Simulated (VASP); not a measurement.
Here is a VASP 6.6.1 calculation.

run.py

```python
from ase.calculators.vasp import Vasp
from ase.dft.bandgap import bandgap
from ase.io import read

atoms = read('Ta2H.xyz')
calc = Vasp(
    directory='calc',
    xc='hse06',
    pp='PBE',
    setups='recommended',
    pp_version='54',
    prec='Accurate',
    encut=520,
    ediff=1e-07,
    ismear=0,
    sigma=0.05,
    lreal=False,
    lasph=True,
    nelm=60,
    algo='Normal',
    isif=2,
    lwave=False,
    lcharg=False,
    precfock='Fast',
    ivdw=13,
    kpts=[5, 5, 3],
    gamma=True,
    nbands=18,
)
atoms.calc = calc

print('energy (eV):', atoms.get_potential_energy())
print('free energy (eV):', atoms.get_potential_energy(force_consistent=True))
print('forces (eV/A):')
print(atoms.get_forces())
print('stress (eV/A^3, Voigt):', atoms.get_stress())
print('Fermi level (eV):', calc.get_fermi_level())
gap, top, bottom = bandgap(calc)
print('band gap (eV):', gap, 'from (spin, k, band)', top, 'to', bottom)
```

Contents of Ta2H.xyz:

```xyz
3
Lattice="1.7204951073 -2.3714690318 0.0000000000 1.7204951073 2.3714690318 0.0000000000 0.0000000000 0.0000000000 4.7585693900" Properties=species:S:1:pos:R:3 pbc="T T T"
Ta     0.8602475536     -1.1857345159      3.4995957810
Ta     0.8602475536      1.1857345159      1.2589736090
H      0.0000000000      0.0000000000      0.0000000000
```

Potentials or basis: VASP PAW PBE potentials, release 54 (Ta_pv, H).

Run with:

```console
$ python run.py
```

(1) Predict the band gap on the k mesh.

(2) Predict the largest force.

(3) Predict the dispersion energy per atom.

Results:

(1) none (metal or under the smearing width).

(2) 0.096 eV/Å.

(3) -0.234 eV.

Caveat: the k mesh is coarse (spacing up to 0.45 Å⁻¹), so the values aren't converged, least of all with exact exchange; the PAW data sets were made with another functional, which shifts forces and pressure a little.
